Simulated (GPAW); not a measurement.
Ti:

```
Ti
1.0
    -1.64100    1.64100    1.64100
     1.64100   -1.64100    1.64100
     1.64100    1.64100   -1.64100
Ti
1
Direct
  0.00000 0.00000 0.00000
```

This isn't the form of Ti at room conditions, which is hcp.

Base run:

* Program: GPAW 26.7.0
* Functional: LDA
* Potentials or basis: the program's PAW data sets (release 1.2.1) made for this functional
* Cutoff: 600 eV
* Basis: pw
* k mesh: 11 × 11 × 11
* Occupations: fermi-dirac, width 0.05 eV
* Spin: no spin polarisation
* Hubbard terms: Ti d U = 5 eV

Its results: band gap on the k mesh none (metal or under the smearing width); pressure -2.2 GPa.

Problem. After a change of settings the same cell gave: band gap on the k mesh none (metal or under the smearing width); pressure -4.3 GPa. Which change was it?
A. hubbard terms from Ti d U = 5 eV to Ti d U = 4 eV
B. hubbard terms from Ti d U = 5 eV to none
C. hubbard terms from Ti d U = 5 eV to Ti d U = 1 eV

Solution. A.

Caveats: U without spin polarisation on a metal has little footing; the U is typed as a test and isn't derived for this compound.
